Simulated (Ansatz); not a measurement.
# Ti18H: the cost of one run

Program: Ansatz 0.2.0. Level of theory: DFT PBE+D3(BJ), plane waves, PAW, scalar-relativistic, no spin polarisation. These are calculated values, not measurements.

**1. The system as given**

The cell holds 19 atoms (HTi18): a = 5.900 Å, b = 8.850 Å, c = 15.685 Å, α = 90.00°, β = 90.00°, γ = 60.00°.

Structure file:

```cif
data_structure
_symmetry_space_group_name_H-M 'P 1'
_symmetry_Int_Tables_number 1
_cell_length_a 5.9000
_cell_length_b 8.8500
_cell_length_c 15.6846
_cell_angle_alpha 90.000
_cell_angle_beta 90.000
_cell_angle_gamma 60.000
_cell_volume 709.25
loop_
_atom_site_label
_atom_site_type_symbol
_atom_site_fract_x
_atom_site_fract_y
_atom_site_fract_z
_atom_site_occupancy
Ti1 Ti 0.00000 0.00000 0.06376 1
Ti2 Ti 0.50000 0.00000 0.06376 1
Ti3 Ti 0.00000 0.33333 0.06376 1
Ti4 Ti 0.50000 0.33333 0.06376 1
Ti5 Ti 0.00000 0.66667 0.06376 1
Ti6 Ti 0.50000 0.66667 0.06376 1
Ti7 Ti 0.83333 0.22222 0.21309 1
Ti8 Ti 0.33333 0.22222 0.21309 1
Ti9 Ti 0.83333 0.55556 0.21309 1
Ti10 Ti 0.33333 0.55556 0.21309 1
Ti11 Ti 0.83333 0.88889 0.21309 1
Ti12 Ti 0.33333 0.88889 0.21309 1
Ti13 Ti 0.00000 0.00000 0.36243 1
Ti14 Ti 0.50000 0.00000 0.36243 1
Ti15 Ti 0.00000 0.33333 0.36243 1
Ti16 Ti 0.50000 0.33333 0.36243 1
Ti17 Ti 0.00000 0.66667 0.36243 1
Ti18 Ti 0.50000 0.66667 0.36243 1
H1 H 0.14316 0.45051 0.43065 1
```

**2. End point A**

The input, input.yaml:

```yaml
crystal:
  lattice:
    - [5.9, 0.0, 0.0]
    - [4.425, 7.664325, 0.0]
    - [0.0, 0.0, 15.6846]
  atoms:
    - { symbol: Ti, position: [0.0, 0.0, 0.0637568] }
    - { symbol: Ti, position: [0.5, 0.0, 0.0637568] }
    - { symbol: Ti, position: [0.0, 0.3333333, 0.0637568] }
    - { symbol: Ti, position: [0.5, 0.3333333, 0.0637568] }
    - { symbol: Ti, position: [0.0, 0.6666667, 0.0637568] }
    - { symbol: Ti, position: [0.5, 0.6666667, 0.0637568] }
    - { symbol: Ti, position: [-0.1666667, 0.2222222, 0.2130944] }
    - { symbol: Ti, position: [0.3333333, 0.2222222, 0.2130944] }
    - { symbol: Ti, position: [-0.1666667, 0.5555556, 0.2130944] }
    - { symbol: Ti, position: [0.3333333, 0.5555556, 0.2130944] }
    - { symbol: Ti, position: [-0.1666667, 0.8888889, 0.2130944] }
    - { symbol: Ti, position: [0.3333333, 0.8888889, 0.2130944] }
    - { symbol: Ti, position: [0.0, 0.0, 0.3624319] }
    - { symbol: Ti, position: [0.5, 0.0, 0.3624319] }
    - { symbol: Ti, position: [0.0, 0.3333333, 0.3624319] }
    - { symbol: Ti, position: [0.5, 0.3333333, 0.3624319] }
    - { symbol: Ti, position: [0.0, 0.6666667, 0.3624319] }
    - { symbol: Ti, position: [0.5, 0.6666667, 0.3624319] }
    - { symbol: H, position: [0.1431621, 0.450507, 0.4306517] }
basis:
  ecutwfc: 420.0
kpoints:
  mp_grid: { grid: [3, 2, 1] }
hamiltonian:
  xc: pbe
  dispersion: d3bj
scf:
  occupations: { method: fermi_dirac, width: 0.1 }
  lower_state_search: "off"
relax:
  f_tol: 0.03
  max_steps: 60
  adjacent_minimum: "off"
  constraints: [{ sites: [0, 1, 2, 3, 4, 5] }]
```

Launch:

```sh
> ansatz run input.yaml --threads 4 --pin off --max-ram 10240MiB --backend cpu --events-out ev --progress --plain --runs-dir out
```

What time and memory should one allow on 4 threads of Arm Neoverse V2, shared host?

About 47 s, with a peak of 1.9 GiB.
